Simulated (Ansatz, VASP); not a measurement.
# Cs: VASP beside Ansatz

INCAR

```
  PREC = Accurate
  ENCUT = 520
  EDIFF = 1E-6
  ISMEAR = -1
  SIGMA = 0.05
  LREAL = F
  LASPH = T
  NELM = 60
  ALGO = Fast
  ISIF = 2
  LWAVE = F
  LCHARG = F
  GGA = PE
  NBANDS = 10
```

KPOINTS

```
regular mesh
0
Gamma
  6 6 6
```

The input POSCAR:

```
Cs
1.0
   -3.1696337965      3.1696337965      3.1696337965
    3.1696337965     -3.1696337965      3.1696337965
    3.1696337965      3.1696337965     -3.1696337965
Cs
1
Direct
    0.0000000000      0.0000000000      0.0000000000
```

File input.yaml:

```yaml
crystal:
  lattice:
    - [-3.1696337965, 3.1696337965, 3.1696337965]
    - [3.1696337965, -3.1696337965, 3.1696337965]
    - [3.1696337965, 3.1696337965, -3.1696337965]
  atoms:
    - { symbol: Cs, position: [0.0, 0.0, 0.0] }
kpoints:
  mp_grid: { grid: [6, 6, 6] }
scf:
  occupations: { method: fermi_dirac, width: 0.05 }
hamiltonian:
  xc: pbe
  pseudopotentials: { kind: all_electron, lapw: { basis_error: 0.0005 } }
output:
  forces: true
  stress: true
  eigenvalues: true
```

Change from the starting cell: volume scaled by 1.04.

Alike in both runs: task single point; functional PBE; k mesh 6 × 6 × 6; occupations fermi-dirac, width 0.05 eV; no spin polarisation.

|  | VASP | Ansatz |
| --- | --- | --- |
| version | VASP 6.6.1 | Ansatz 0.2.0 |
| potentials or method | VASP PAW PBE potentials, release 64 (Cs_sv) | all-electron LAPW, scalar-relativistic |
| plane-wave cutoff (eV) | 520 | see its input |

```csv
,VASP,Ansatz,Ansatz less VASP
gap on the k mesh at the Fermi level (eV),none,none,-
pressure (GPa),-0.1,-0.1,+0.01
```

A gap of «none» marks a metal or a gap that the smearing closes. Ansatz ran all-electron here, so the differences hold the error of VASP's frozen core and of both bases.

The runs have no spin-orbit coupling, so splittings on Cs are missing.
